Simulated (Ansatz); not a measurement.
Cl, DFT, PBE, PAW with Ansatz's default frozen-core files, scalar-relativistic (Ansatz 0.2.0), run on 1 thread of Intel(R) Xeon(R) Platinum 8259CL CPU @ 2.50GHz (Skylake/Cascade Lake) on a shared host.

The cell was built from the diamond type and relaxed in the same program; it needn't be a known or the stable phase. The listed cell was then made from it by scaling, straining or moving an atom.

Command: `ansatz run input.yaml --threads 1 --pin off --max-ram 2048MiB --backend cpu --events-out ev --progress --plain --runs-dir out`

```yaml
crystal:
  lattice:
    - [0.0, 3.1809943143, 3.1809943143]
    - [3.1809943143, 0.0, 3.1809943143]
    - [3.1809943143, 3.1809943143, 0.0]
  atoms:
    - { symbol: Cl, position: [0.0, 0.0, 0.0] }
    - { symbol: Cl, position: [0.25, 0.25, 0.25] }
kpoints:
  mp_grid: { grid: [14, 14, 14] }
scf:
  occupations: { method: fermi_dirac, width: 0.08 }
hamiltonian:
  xc: pbe
  pseudopotentials: { kind: paw }
output:
  forces: true
  stress: true
  eigenvalues: true
  efg: { contact_densities: true }
```

How large is the problem that the program sets up?

104 irreducible k-points, 1243 plane waves at Γ, 11 bands.

About how long does it take?

5.6 s of wall time for 6 SCF iterations. Times on shared machines scatter by tens of per cent.

And the same cell and mesh by LAPW (all electrons), asked for forces, stress, eigenvalues, on the same hardware?

15 s.

And the same cell and mesh by all-electron PAW (datasets made for this crystal), asked for forces, stress, eigenvalues, efg, on the same hardware?

7.8 s.
